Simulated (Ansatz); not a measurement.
# AlCu (Pm-3m) in Ansatz: reference runs

How does AlCu come out in PBEsol? The cell is run as given and disturbed.

Program: Ansatz 0.2.0. These are calculated values, not measurements. Logs are shortened: lines on timing, memory, paths and dates and some standing lists are left out, and cuts for length are marked.

### 1 The structure

Symmetry: Pm-3m, No. 221, cubic system. Conventional cell: a = 2.998 Å, b = 2.998 Å, c = 2.998 Å, α = 90.00°, β = 90.00°, γ = 90.00°. Around Cu (site symmetry m-3m) lie 8 Al at 2.60 Å. Around Al (site symmetry m-3m) lie 8 Cu at 2.60 Å.

The cell comes from a database or a generator and needn't be the stable form of this composition.

### 2 Single point, PBEsol

input.yaml

```yaml
crystal:
  lattice:
    - [2.997509, 0.0, 0.0]
    - [0.0, 2.997509, 0.0]
    - [0.0, 0.0, 2.997509]
  atoms:
    - { symbol: Cu, position: [0.5, 0.5, 0.5] }
    - { symbol: Al, position: [0.0, 0.0, 0.0] }
hamiltonian:
  xc: pbesol
  pseudopotentials: { kind: paw }
kpoints:
  mp_grid: { grid: [9, 9, 9] }
scf:
  occupations: { method: fermi_dirac, width: 0.05 }
output:
  forces: true
  stress: true
  eigenvalues: true
  write_density: true
  write_potential: true
  elf: true
  volumetric_format: npy
```

Potentials or basis: Ansatz PAW.

Command:

```sh
$ ansatz run input.yaml --threads 2 --pin off --max-ram 5632MiB --backend cpu --events-out ev --progress --plain --runs-dir out
```

The log of the run:

```text
Warning: RAYON_NUM_THREADS=2 ignored (pool sized by the plan → 2); use --threads N
Engine: ansatz 0.2.0, x86_64-unknown-linux-gnu
Pseudopotentials: kind: paw
Pseudopotential: Cu, paw, valence charge 19, recommended cutoff 420 eV (normal), Cu.paw.azcp
Pseudopotential: Al, paw, valence charge 3, recommended cutoff 420 eV (normal), Al.paw.azcp
Functional definition: PBEsol
  exchange = pbesol_x
  correlation = pbesol_c
Crystal: 2 atoms, lattice volume = 26.933 Å³
Basis set: ecut = 420 eV, 515 PW (Γ), exchange–correlation on 48×48×48 points (8 copies of the dense FFT grid, shifted against one another)
Bands: 15, of which v1, the nominal top of the filled ones, is band 11 counted from 1 (10 counted from 0)
Symmetry: 48 space group operations
Space group: Pm-3m (ITA 221), of the structure as read, at distance tolerance 3.0e-5 Å
k-points: 35 of 729
Non-local potential: Cu, projectors of the file, l = 0: 3, l = 1: 2, l = 2: 3, l = 3: 1
Non-local potential: Al, projectors of the file, l = 0: 2, l = 1: 2, l = 2: 1
PAW form: soft (Blöchl's): semilocal exchange-correlation on the pseudo side does not see the compensation charge
PAW frozen core: Cu, regenerated for the run's functional, and the local potential with it (the file was generated under x = pbe(κ = 0.804, μ = 0.2195149727645171), c = pbe(β = 0.06672455060314922))
PAW frozen core: Al, regenerated for the run's functional, and the local potential with it (the file was generated under x = pbe(κ = 0.804, μ = 0.2195149727645171), c = pbe(β = 0.06672455060314922))
PAW one-centre angular grid: Cu, 590 points (default); XC on 64 Gauss nodes
PAW one-centre angular grid: Al, 110 points (default); XC on 64 Gauss nodes
Initial density: superposition of atomic densities (neutral atoms: chi_scale 0, normalization atom), corrected by the library's trained network
Initial wavefunctions: pseudopotential atomic-orbital guess
Functional: x = pbesol(κ = 0.804, μ = 0.12345679012345678), c = pbesol(β = 0.046)
SCF iter   1: F=—  HF=-7113.614577 eV  |F-HF|=—  |Δ(HF+E_count)|=         —  Δρ=1.68e-2  dr2=3.87e-2  ethr=1.77e-3  ⟨swp⟩=4.3  Hψ=2371  notcnv=0
preconditioner: auto → none  [metal: Δε(μ)=0.044 eV  Ē_g=9.631 eV  σ=0.050 eV  W_gap=0.22  n_scr=6 (ndim 8)  ℏωp=26.8 eV  f_vac=0.000  D(μ)=0.90/eV (n_scr^D=6)  sad-step TF]
SCF iter   2: F=—  HF=-7113.607387 eV  |F-HF|=—  |Δ(HF+E_count)|=   7.19e-3  Δρ=2.60e-3  dr2=9.38e-4  ethr=1.76e-4  ⟨swp⟩=2.5  Hψ=1132  notcnv=0  defer=4
SCF iter   3: F=—  HF=-7113.606958 eV  |F-HF|=—  |Δ(HF+E_count)|=   4.29e-4  Δρ=1.34e-3  dr2=2.37e-4  ethr=4.26e-6  ⟨swp⟩=2.1  Hψ=783  notcnv=0  defer=4
SCF iter   4: F=—  HF=-7113.606875 eV  |F-HF|=—  |Δ(HF+E_count)|=   8.34e-5  Δρ=8.45e-5  dr2=1.18e-6  ethr=1.08e-6  ⟨swp⟩=1.8  Hψ=696  notcnv=0  defer=4
SCF iter   5: F=—  HF=-7113.606859 eV  |F-HF|=—  |Δ(HF+E_count)|=   1.58e-5  Δρ=8.76e-6  dr2=7.09e-9  ethr=5.37e-9  ⟨swp⟩=2.0  Hψ=747  notcnv=0  defer=4
SCF iter   6: F=-7113.606859 eV  HF=-7113.606859 eV  |F-HF|=1.18e-11  |Δ(HF+E_count)|=   9.72e-9  Δρ=1.09e-6  dr2=1.30e-10  ethr=3.22e-11  ⟨swp⟩=6.5  Hψ=2616  notcnv=0
SCF 1 converged in 6 iterations: F = -7113.606859 eV  dr2 = 1.30e-10
SCF converged after 6 iterations
Free energy (F): -7113.606859 eV
Harris-Foulkes:  -7113.606859 eV  (|F-HF|=1.18e-11)
Internal energy: -7113.599559 eV  (E = F + TS)
E sigma→0 (E₀):  -7113.603209 eV
Entropy (-TS):   -0.007300 eV (-3.650 meV/atom)
Fermi energy:    12.871598 eV
--- Per-component energies (eV) ---
  E_band       = -433.095453
  E_kinetic    = 323.947487
  E_local      = -5213.711507  (includes V_loc(G=0)·N_el)
  E_nonlocal   = 398.909515
  E_hartree    = 2326.496120
  E_xc         = -129.232027
  E_vxc        = -145.642619  (∫ρ·V_xc dr)
  E_paw        = -2079.096311  (= ΣΔE_a)
  E_vpaw       = -449.591936  (= ΣTr[D̂ρ^β])
  E_aug_tail   = 0.000292  (compensation charges beyond the density's cutoff)
  E_ewald      = -2741.138471
  E_core_change = 0.225341  (= ΣΔE_core)
  E_smearing   = -0.007300  (= −TS)
  E_closure    = 0.000000  (closes the sum)
  Σ components = -7113.606859   (vs F -7113.606859, Δ=0.00e0)
--- Forces (eV/Å), atoms counted from 1 ---
  atom   1  Cu     0.00000000     0.00000000     0.00000000
  atom   2  Al     0.00000000     0.00000000     0.00000000
  max |Σ_I F_I| component: 1.16e-28 eV/Å
--- Stress (GPa, compression-positive) ---
       -4.692530       0.000000       0.000000
        0.000000      -4.692530       0.000000
        0.000000       0.000000      -4.692530
  P = ⅓ Tr σ = -4.6925 GPa (-46.925 kbar)
--- Band table (eV; the first three rows and the last of 35) ---
  k-point 0: bands = ["-100.7160", "-58.2275", "-58.2275", "-58.2275", "1.4553", "8.0850", "8.0850", "9.1088", "9.1088", "9.1088", "16.7612", "16.7612", "16.7612", "19.2648", "19.2648"]
  k-point 1: bands = ["-100.7160", "-58.2285", "-58.2275", "-58.2275", "1.6639", "8.0910", "8.1157", "9.0519", "9.0519", "9.1150", "14.8627", "17.0121", "17.0121", "19.3367", "20.7043"]
  k-point 2: bands = ["-100.7159", "-58.2308", "-58.2273", "-58.2273", "2.2836", "8.0240", "8.1942", "8.9149", "8.9149", "9.1308", "12.3814", "17.7329", "17.7329", "19.5438", "21.8490"]
  k-point 34: bands = ["-100.7149", "-58.2340", "-58.2340", "-58.2339", "7.4400", "7.5886", "7.5886", "9.4431", "9.4431", "12.1454", "13.4418", "13.4418", "14.5544", "15.6971", "15.6971"]
```

It took 1 s on 2 threads of Intel Xeon Platinum 8259CL at 2.50GHz (Skylake/Cascade Lake), shared host; peak memory 0.36 GiB.

What came out:

```
Free energy            : -7113.6069 eV
Pressure               : -4.7 GPa
Band gap on the k mesh : none (metal or under the smearing width)
```

Levels at points of the mesh, in eV from the Fermi level:
| k point | band 9 | band 10 | band 11 | band 12 | band 13 | band 14 |
| --- | --- | --- | --- | --- | --- | --- |
| (0.00, 0.00, 0.00) | -3.76 | -3.76 | 3.89 | 3.89 | 3.89 | 6.39 |

Caveat: the PAW data sets come from PBE, with cores solved anew for the run's functional, which leaves a small shift of forces and pressure.

### 3 Single point, PBEsol (atoms moved at random, drawn with an rms of 0.05 Å)

input.yaml

```yaml
crystal:
  lattice:
    - [2.997509, 0.0, 0.0]
    - [0.0, 2.997509, 0.0]
    - [0.0, 0.0, 2.997509]
  atoms:
    - { symbol: Cu, position: [0.506505, 0.492726, 0.490862] }
    - { symbol: Al, position: [0.005217, -0.011684, -0.005622] }
hamiltonian:
  xc: pbesol
  pseudopotentials: { kind: paw }
kpoints:
  mp_grid: { grid: [9, 9, 9] }
scf:
  occupations: { method: fermi_dirac, width: 0.05 }
output:
  forces: true
  stress: true
  eigenvalues: true
```

Potentials or basis: Ansatz PAW.

Command:

```sh
$ ansatz run input.yaml --threads 2 --pin off --max-ram 5632MiB --backend cpu --events-out ev --progress --plain --runs-dir out
```

The log of the run:

```text
Warning: RAYON_NUM_THREADS=2 ignored (pool sized by the plan → 2); use --threads N
[... 7 set-up lines as earlier in the session ...]
Crystal: 2 atoms, lattice volume = 26.933 Å³
Basis set: ecut = 420 eV, 515 PW (Γ), exchange–correlation on 48×48×48 points (8 copies of the dense FFT grid, shifted against one another)
Bands: 15, of which v1, the nominal top of the filled ones, is band 11 counted from 1 (10 counted from 0)
Symmetry: 1 space group operations
Space group: P1 (ITA 1), of the structure as read, at distance tolerance 3.0e-5 Å
k-points: 365 of 729 (time reversal used)
[... 10 set-up lines as earlier in the session ...]
[... 10 lines left out ...]
Free energy (F): -7113.606299 eV
Harris-Foulkes:  -7113.606299 eV  (|F-HF|=9.73e-11)
Internal energy: -7113.598999 eV  (E = F + TS)
E sigma→0 (E₀):  -7113.602649 eV
Entropy (-TS):   -0.007300 eV (-3.650 meV/atom)
Fermi energy:    12.871508 eV
--- Per-component energies (eV) ---
  E_band       = -433.101411
  E_kinetic    = 323.949631
  E_local      = -5213.744588  (includes V_loc(G=0)·N_el)
  E_nonlocal   = 398.910072
  E_hartree    = 2326.508674
  E_xc         = -129.232822
  E_vxc        = -145.643614  (∫ρ·V_xc dr)
  E_paw        = -2079.096324  (= ΣΔE_a)
  E_vpaw       = -449.591565  (= ΣTr[D̂ρ^β])
  E_aug_tail   = 0.000292  (compensation charges beyond the density's cutoff)
  E_ewald      = -2741.119276
  E_core_change = 0.225341  (= ΣΔE_core)
  E_smearing   = -0.007300  (= −TS)
  E_closure    = -0.000000  (closes the sum)
  Σ components = -7113.606299   (vs F -7113.606299, Δ=0.00e0)
--- Forces (eV/Å), atoms counted from 1 ---
  atom   1  Cu    -0.01437598    -0.04919451     0.03923020
  atom   2  Al     0.01437262     0.04917811    -0.03921936
  max |Σ_I F_I| component: 1.64e-5 eV/Å
--- Stress (GPa, compression-positive) ---
       -4.675834       0.005707      -0.004551
        0.005707      -4.681184      -0.015575
       -0.004551      -0.015575      -4.679056
  P = ⅓ Tr σ = -4.6787 GPa (-46.787 kbar)
--- Band table (eV; the first three rows and the last of 365) ---
  k-point 0: bands = ["-100.7163", "-58.2279", "-58.2278", "-58.2278", "1.4552", "8.0846", "8.0847", "9.1082", "9.1085", "9.1085", "16.7612", "16.7613", "16.7616", "19.2648", "19.2649"]
  k-point 1: bands = ["-100.7162", "-58.2287", "-58.2278", "-58.2277", "1.6638", "8.0906", "8.1153", "9.0514", "9.0516", "9.1146", "14.8627", "17.0121", "17.0125", "19.3368", "20.7042"]
  k-point 2: bands = ["-100.7162", "-58.2311", "-58.2276", "-58.2276", "2.2836", "8.0236", "8.1938", "8.9145", "8.9147", "9.1304", "12.3814", "17.7329", "17.7333", "19.5439", "21.8484"]
  k-point 364: bands = ["-100.7159", "-58.2354", "-58.2281", "-58.2281", "4.9986", "6.4924", "8.4121", "8.5634", "8.8440", "9.0596", "9.9463", "17.8485", "18.7085", "19.7996", "20.4614"]
```

Wall time 6.2 s (2 threads of Intel Xeon Platinum 8259CL at 2.50GHz (Skylake/Cascade Lake), shared host); peak memory 0.51 GiB.

What came out:

- Free energy: -7113.6063 eV
- Pressure: -4.7 GPa
- Largest force: 0.065 eV/Å
- Band gap on the k mesh: none (metal or under the smearing width)

Forces on the atoms (eV/Å):
```
Cu  -0.014 -0.049  0.039
Al   0.014  0.049 -0.039
```

Caveat: the PAW data sets come from PBE, with cores solved anew for the run's functional, which leaves a small shift of forces and pressure.
